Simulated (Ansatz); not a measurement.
The system is Hf2S.

```xyz
6
Lattice="3.3743 0.0000 0.0000 -1.6871 2.9222 0.0000 0.0000 0.0000 11.7174" Properties=species:S:1:pos:R:3 pbc="T T T"
Hf    0.0000    1.9481    1.1739
Hf    1.6871    0.9741    7.0327
Hf    0.0000    1.9481    4.6848
Hf    1.6871    0.9741   10.5435
S     0.0000    0.0000    2.9294
S     0.0000    0.0000    8.7881
```

The cell comes from a database or a generator and needn't be the stable form of this composition.

| Item | Value |
| --- | --- |
| Program | Ansatz 0.2.0 |
| Task | relaxation of cell and atoms |
| Functional | LDA |
| Potentials or basis | Ansatz PAW |
| Cutoff | 420 eV (not typed: the program's choice for these potentials) |
| k mesh | 9 × 9 × 3 |
| Occupations | fermi-dirac, width 0.05 eV |
| Spin | no spin polarisation |

At the start: volume 19.26 Å³/atom.

Task: Where does the relaxation end?

Result: It ends after 6 steps and the volume is 18.38 Å³/atom (-4.6 %); space group P6_3/mmc (No. 194, to 0.05 Å).

The path:
| step | energy change (eV) | largest force (eV/Å) | volume (Å³) |
| --- | --- | --- | --- |
| 1 | 0.0000 | 0.1302 | 115.54 |
| 2 | -0.1027 | 0.1219 | 111.15 |
| 3 | -0.1080 | 0.1109 | 110.89 |
| 4 | -0.1113 | 0.0260 | 110.17 |
| 5 | -0.1115 | 0.0002 | 110.26 |
| 6 | -0.1105 | 0.0001 | 110.26 |

Final structure:
```yaml
crystal:
  lattice:
    - [3.31410, 0.00000, 0.00000]
    - [-1.65705, 2.87009, 0.00000]
    - [0.00000, 0.00000, 11.59192]
  atoms:
    - { symbol: Hf, position: [0.33333, 0.66667, 0.10082] }
    - { symbol: Hf, position: [0.66667, 0.33333, 0.60082] }
    - { symbol: Hf, position: [0.33333, 0.66667, 0.39918] }
    - { symbol: Hf, position: [0.66667, 0.33333, 0.89918] }
    - { symbol: S, position: [0.00000, 0.00000, 0.25000] }
    - { symbol: S, position: [0.00000, 0.00000, 0.75000] }
```

Caveat: the plane-wave basis is chosen anew once the cell has moved, so the energies of steps on either side of that aren't comparable; the PAW data sets come from PBE, with cores solved anew for the run's functional, which leaves a small shift of forces and pressure.
